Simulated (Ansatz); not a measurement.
**Two Ansatz runs on I**

The cell is the one relaxed in the Materials Project (mp-1180981), not relaxed further here; entries there can be hypothetical.

First run: DFT, LDA, PAW with Ansatz's default frozen-core files, scalar-relativistic (Ansatz 0.2.0).

Command: `ansatz run input.yaml --threads 1 --pin off --max-ram 2048MiB --backend cpu --events-out ev --progress --plain --runs-dir out` The run took 17 s on 1 thread of Arm Neoverse V1 (shared host), peak memory 0.46 GiB.

```yaml
crystal:
  lattice:
    - [0.0, 2.3656004428, 3.9098401324]
    - [2.1922454667, 0.0, 3.9098401324]
    - [2.1922454667, 2.3656004428, 0.0]
  atoms:
    - { symbol: I, position: [0.0, 0.0, 0.0] }
kpoints:
  mp_grid: { grid: [14, 14, 14] }
  band_path:
    path:
      - [0.0, 0.0, 0.0]
      - [0.5, 0.0, 0.5]
      - [0.5, 0.1138942365, 0.6138942365]
      - [0.5, 0.8861057635, 0.3861057635]
      - [0.5, 0.5, 0.0]
      - [0.9495838569, 0.5, 0.4495838569]
      - [0.0504161431, 0.5, 0.5504161431]
      - [0.0, 0.5, 0.5]
      - [0.1377224796, 0.6377224796, 0.5]
    npoints: 5
scf:
  occupations: { method: fermi_dirac, width: 0.03 }
hamiltonian:
  xc: lda
  pseudopotentials: { kind: paw }
output:
  forces: true
  stress: true
  eigenvalues: true
  efg: { contact_densities: true }
```

Result: converged; pressure -2.30 GPa; 7 SCF iterations.

No spin–orbit coupling, which matters for the heavy atoms here.

The input is then changed:

```diff
@@ -24,5 +24,5 @@
 hamiltonian:
   xc: lda
-  pseudopotentials: { kind: paw }
+  pseudopotentials: { kind: paw_fr }
 output:
   forces: true
@@ -30,3 +30,12 @@
   eigenvalues: true
   efg: { contact_densities: true }
+  write_density: true
+  write_potential: true
+  elf: true
+  volumetric_format: npy
+basis:
+  ecutwfc: "250 eV"
+magnetization:
+  noncollinear: true
+  spin_orbit: true
```

**Question.** Predict the outcome of the changed run.

**Answer.** It converged; pressure -1.85 GPa; 8 SCF iterations. Some of these settings are too coarse for converged properties.
